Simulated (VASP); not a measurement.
# Settings for KZnF₃: relaxation of the atoms

KZnF₃, P1 (no. 1), 5 atoms in the cell. RPBE; PAW potentials Zn, K_sv, F (PBE set). VASP 6.6.1.

Wanted: energy within 2 meV/atom; shortest distances from each atom, periodic images included within 0.005 Å.

What the run is for: geometry; Accuracy asked: standard.

POSCAR:
```
KZnF3
1.0
    4.0500000000      0.0000000000      0.0000000000
    0.0000000000      4.0500000000      0.0000000000
    0.0000000000      0.0000000000      4.0500000000
Zn K F
1 1 3
Direct
    0.5084770000      0.5096750000      0.5001800000
    0.0280400000      0.0056410000      0.0038730000
    0.4949480000     -0.0468550000      0.5124340000
    0.0134580000      0.4884140000      0.4936010000
    0.4971180000      0.4788670000      0.0266220000
```

The series start from Plane-wave cutoff (eV): 520; k-point mesh: 4 × 4 × 4; Ionic threshold (EDIFFG): -0.01; Electronic threshold (eV): 1e-6; Precision mode (PREC): Accurate; Relaxation algorithm: IBRION=2; Electronic steps between moves: NELMIN=4 ALGO=Normal. Each series keeps the choices made before it, and each single choice may use up half of a tolerance.

## Plane-wave cutoff (eV)

| Plane-wave cutoff (eV) | Energy less reference (meV/atom) | Shortest distances from each atom, periodic images included, largest deviation (Å) | SCF iterations | Time (s) |
|---|---|---|---|---|
| 360 | -30.4 | 0.0038 | 92 | 38 |
| 400 | -12.7 | 0.0030 | 101 | 44 |
| 460 | 0.0 | 0.0005 | 118 | 50 |
| 520 | 2.5 | 0.0003 | 114 | 62 |
| 640 (reference) | 0.0 | 0.0000 | 114 | 94 |

## k-point mesh

| k-point mesh | Energy less reference (meV/atom) | Shortest distances from each atom, periodic images included, largest deviation (Å) | SCF iterations | Time (s) |
|---|---|---|---|---|
| 2 × 2 × 2 | -0.7 | 0.0008 | 113 | 32 |
| 3 × 3 × 3 | 0.1 | 0.0002 | 114 | 55 |
| 4 × 4 × 4 | 0.0 | 0.0002 | 114 | 94 |
| 5 × 5 × 5 | 0.0 | 0.0001 | 115 | 135 |
| 6 × 6 × 6 (reference) | 0.0 | 0.0000 | 114 | 205 |

## Ionic threshold (EDIFFG)

| Ionic threshold (EDIFFG) | Energy less reference (meV/atom) | Shortest distances from each atom, periodic images included, largest deviation (Å) | Time (s) |
|---|---|---|---|
| -0.1 | 0.1 | 0.0199 | 19 |
| -0.05 | 0.1 | 0.0190 | 21 |
| -0.02 | 0.0 | 0.0080 | 25 |
| -0.01 | 0.0 | 0.0016 | 32 |
| -0.005 | 0.0 | 0.0011 | 38 |
| -0.002 (reference) | 0.0 | 0.0000 | 46 |

## Electronic threshold (eV)

| Electronic threshold (eV) | Energy less reference (meV/atom) | Shortest distances from each atom, periodic images included, largest deviation (Å) | Time (s) |
|---|---|---|---|
| 0.0001 | 0.0 | 0.0005 | 36 |
| 1e-5 | 0.0 | 0.0005 | 35 |
| 1e-6 | 0.0 | 0.0012 | 32 |
| 1e-7 (reference) | 0.0 | 0.0000 | 39 |

## Precision mode (PREC)

| Precision mode (PREC) | Energy less reference (meV/atom) | Shortest distances from each atom, periodic images included, largest deviation (Å) | Time (s) |
|---|---|---|---|
| Normal | 0.0 | 0.0002 | 25 |
| Accurate (reference) | 0.0 | 0.0000 | 36 |

## Relaxation algorithm

| Relaxation algorithm | Energy less reference (meV/atom) | Shortest distances from each atom, periodic images included, largest deviation (Å) | Time (s) |
|---|---|---|---|
| IBRION=2 | 0.0 | 0.0000 | 25 |
| IBRION=2 POTIM=0.2 | 0.0 | 0.0011 | 21 |
| IBRION=2 POTIM=0.8 | 0.0 | 0.0004 | 23 |
| IBRION=1 | 0.0 | 0.0045 | 16 |
| IBRION=1 POTIM=0.2 | 0.0 | 0.0060 | 16 |
| IBRION=1 POTIM=0.3 NFREE=10 | 0.0 | 0.0020 | 14 |
| IBRION=3 POTIM=0.2 SMASS=0.4 | 0.0 | 0.0007 | 26 |
| IBRION=3 POTIM=0.3 | 0.0 | 0.0010 | 21 |

## Electronic steps between moves

| Electronic steps between moves | Energy less reference (meV/atom) | Shortest distances from each atom, periodic images included, largest deviation (Å) | Time (s) |
|---|---|---|---|
| NELMIN=4 ALGO=Normal | 0.0 | 0.0000 | 14 |
| ALGO=Normal | 0.0 | 0.0033 | 10 |
| NELMIN=4 MAXMIX=40 ALGO=Normal | 0.0 | 0.0038 | 11 |
| NELMIN=4 ALGO=Fast | 0.0 | 0.0051 | 32 |
| NELMIN=4 MAXMIX=40 ALGO=Fast | 0.0 | 0.0041 | 16 |

## Question

The rows run from the loosest to the tightest (no order: relaxation algorithm, electronic steps between moves). For each series: choose the loosest value from which every tighter one stays within half of the tolerance; where there is no order, keep the first row unless others stay within half of the tolerance and take at least 30 % less time, and then take the fastest.

## Answer

- Plane-wave cutoff (eV): 640, the tightest run, since the next looser one is off by more than half of the tolerance (convergence isn't shown beyond it)
- k-point mesh: 2 × 2 × 2
- Ionic threshold (EDIFFG): -0.01
- Electronic threshold (eV): 0.0001
- Precision mode (PREC): Normal
- Relaxation algorithm: IBRION=1 POTIM=0.3 NFREE=10
- Electronic steps between moves: NELMIN=4 ALGO=Normal

## All choices together

| Input | Energy less reference (meV/atom) | Shortest distances from each atom, periodic images included, largest deviation (Å) | Time (s) |
|---|---|---|---|
| the program's defaults (naive) | -14.8 | 0.0145 | 10 |
| chosen settings | -0.6 | 0.0026 | 14 |
| reference settings throughout | 0.0 | 0.0000 | 259 |

The chosen settings stay within the tolerance of the reference run, but the reference itself isn't shown to be converged in: Plane-wave cutoff (eV).

## The input

INCAR:
```
SYSTEM = KZnF3
GGA      = RP             ! functional
ISMEAR   = 0              ! smearing method
SIGMA    = 0.03           ! smearing width, eV
LWAVE    = .FALSE.        ! write WAVECAR
LCHARG   = .FALSE.        ! write CHGCAR
ISIF     = 2              ! what is computed and relaxed
NSW      = 120            ! ionic steps
PREC     = Normal         ! precision mode
LASPH    = .TRUE.         ! aspherical terms in the spheres
LREAL    = .FALSE.        ! projectors in reciprocal space
ALGO     = Normal         ! electronic algorithm
EDIFF    = 1E-4           ! SCF threshold, eV
NELM     = 120            ! most SCF steps
GGA_COMPAT= .FALSE.      
IBRION   = 1              ! ionic algorithm
EDIFFG   = -0.01          ! ionic threshold
NELMIN   = 4            
ENCUT    = 640            ! plane-wave cutoff, eV
EFERMI   = MIDGAP       
KPAR     = 4            
POTIM    = 0.3            ! step
NFREE    = 10            
```

KPOINTS:
```
Automatic mesh
0
Gamma
  2 2 2
  0 0 0
```

Commands:
```
cat potpaw_PBE.64/Zn/POTCAR potpaw_PBE.64/K_sv/POTCAR potpaw_PBE.64/F/POTCAR > POTCAR
mpirun -np 8 vasp_std > vasp.out
```

The chosen input took VASP 6.6.1 14 s on 8 cores (AMD EPYC 9R45 (Zen 5)), a shared host.

## An input that fails: too few ionic steps

It gives no converged result.

Changes against the starting input:
```
- NSW = 120
- NELM = 120
+ NSW = 3
+ NELM = 89
```
